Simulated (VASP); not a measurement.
A run of VASP 6.6.1 is set up as follows.

File INCAR:

```
ALGO = Normal
BPARAM = 20.0
CPARAM = 0.0093
EDIFF = 1E-6
ENCUT = 500
GGA = PS
GGA_COMPAT = F
ISIF = 2
ISMEAR = 1
ISYM = 1
IVDW_NL = 2
LASPH = T
LCHARG = F
LNONCOLLINEAR = T
LORBIT = 11
LREAL = F
LSORBIT = T
LUSE_VDW = T
LWAVE = F
MAGMOM = 0 0 0
MAXMIX = 5
NBANDS = 23
NELM = 100
PREC = Accurate
SIGMA = 0.1
```

KPOINTS

```
k-points
0
Gamma
  7 7 7
```

POSCAR

```
Cd
1.0
    0.0000000000      2.2181497500      2.2181497500
    2.2181497500      0.0000000000      2.2181497500
    2.2181497500      2.2181497500      0.0000000000
Cd
1
Direct
    0.0000000000      0.0000000000      0.0000000000
```

The input KPOINTS_OPT:

```
path GXWKGLUWLK,UX
20
line-mode
reciprocal
 0.0000000000  0.0000000000  0.0000000000  G
 0.5000000000  0.0000000000  0.5000000000  X

 0.5000000000  0.0000000000  0.5000000000  X
 0.5000000000  0.2500000000  0.7500000000  W

 0.5000000000  0.2500000000  0.7500000000  W
 0.3750000000  0.3750000000  0.7500000000  K

 0.3750000000  0.3750000000  0.7500000000  K
 0.0000000000  0.0000000000  0.0000000000  G

 0.0000000000  0.0000000000  0.0000000000  G
 0.5000000000  0.5000000000  0.5000000000  L

 0.5000000000  0.5000000000  0.5000000000  L
 0.6250000000  0.2500000000  0.6250000000  U

 0.6250000000  0.2500000000  0.6250000000  U
 0.5000000000  0.2500000000  0.7500000000  W

 0.5000000000  0.2500000000  0.7500000000  W
 0.5000000000  0.5000000000  0.5000000000  L

 0.5000000000  0.5000000000  0.5000000000  L
 0.3750000000  0.3750000000  0.7500000000  K

 0.6250000000  0.2500000000  0.6250000000  U
 0.5000000000  0.0000000000  0.5000000000  X
```

Potentials or basis: VASP PAW PBE potentials, release 64 (Cd).

Run with:

```bash
$ cat potpaw_PBE.64/Cd/POTCAR > POTCAR
$ mpirun -np 1 vasp_ncl > vasp.out
```

Problem. Predict the pressure.

Solution. -3.1 GPa.

Caveat: the PAW data sets were made with another functional, which shifts forces and pressure a little.
